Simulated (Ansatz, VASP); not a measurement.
**WC in VASP and in Ansatz**

The input POSCAR:

```
WC
1.0
    0.0000000000      2.2072055093      2.2072055093
    2.2072055093      0.0000000000      2.2072055093
    2.2072055093      2.2072055093      0.0000000000
W C
1 1
Direct
    0.0000000000      0.0000000000      0.0000000000
    0.5000000000      0.5000000000      0.5000000000
```

INCAR.step1

```
ALGO     = Normal         # electronic algorithm
EDIFF    = 1E-4           # SCF threshold, eV
ENCUT    = 520            # plane-wave cutoff, eV
GGA      = PE             # functional
ISMEAR   = -1             # smearing method
LASPH    = T              # aspherical terms in the spheres
LCHARG   = F              # write CHGCAR
LREAL    = F              # projectors in reciprocal space
LWAVE    = T              # write WAVECAR
NBANDS   = 16             # bands
NELM     = 100            # most SCF steps
PREC     = Accurate       # precision mode
SIGMA    = 0.05           # smearing width, eV
```

The input INCAR.step2:

```
ALGO     = Normal         # electronic algorithm
EDIFF    = 1E-7           # SCF threshold, eV
ENCUT    = 520            # plane-wave cutoff, eV
ISIF     = 2              # what is computed and relaxed
ISMEAR   = -1             # smearing method
ISTART   = 1            
LASPH    = T              # aspherical terms in the spheres
LCHARG   = F              # write CHGCAR
LMIXTAU  = T            
LREAL    = F              # projectors in reciprocal space
LWAVE    = F              # write WAVECAR
METAGGA  = R2SCAN         # meta-GGA
NBANDS   = 16             # bands
NELM     = 100            # most SCF steps
PREC     = Accurate       # precision mode
SIGMA    = 0.05           # smearing width, eV
```

Contents of KPOINTS:

```
k-points
0
Gamma
  10 10 10
```

The input input.yaml:

```yaml
crystal:
  lattice:
    - [0.0, 2.2072055093, 2.2072055093]
    - [2.2072055093, 0.0, 2.2072055093]
    - [2.2072055093, 2.2072055093, 0.0]
  atoms:
    - { symbol: W, position: [0.0, 0.0, 0.0] }
    - { symbol: C, position: [0.5, 0.5, 0.5] }
hamiltonian:
  xc: r2scan
  pseudopotentials: { kind: paw }
kpoints:
  mp_grid: { grid: [10, 10, 10] }
scf:
  occupations: { method: fermi_dirac, width: 0.05 }
output:
  forces: true
  stress: true
  eigenvalues: true
```

Measurements of this composition are mostly on another form, of space group No. 187.

Alike in both runs: task single point; functional r2SCAN; k mesh 10 × 10 × 10; occupations fermi-dirac, width 0.05 eV; no spin polarisation.

```csv
,VASP,Ansatz
version,VASP 6.6.1,Ansatz 0.2.0
potentials or method,"VASP PAW PBE potentials, release 64 (W_sv, C)",Ansatz PAW
plane-wave cutoff (eV),520,500
valence electrons in the cell,18,18
```

Ansatz gave:

| Property | Result |
| --- | --- |
| gap on the k mesh at the Fermi level (eV) | none |
| pressure (GPa) | -12.2 |

Question: Which values does VASP return?

Answer: gap on the k mesh at the Fermi level (eV): none; pressure (GPa): -10.7.

A gap of «none» marks a metal or a gap that the smearing closes. The functional is the same, so the differences come from potentials, cutoffs and numerics.

Caveats: the PAW data sets were made with another functional, which shifts forces and pressure a little (VASP); the PAW data sets come from PBE, with cores solved anew for the run's functional, which leaves a small shift of forces and pressure (Ansatz). The runs have no spin-orbit coupling, so splittings on W are missing.
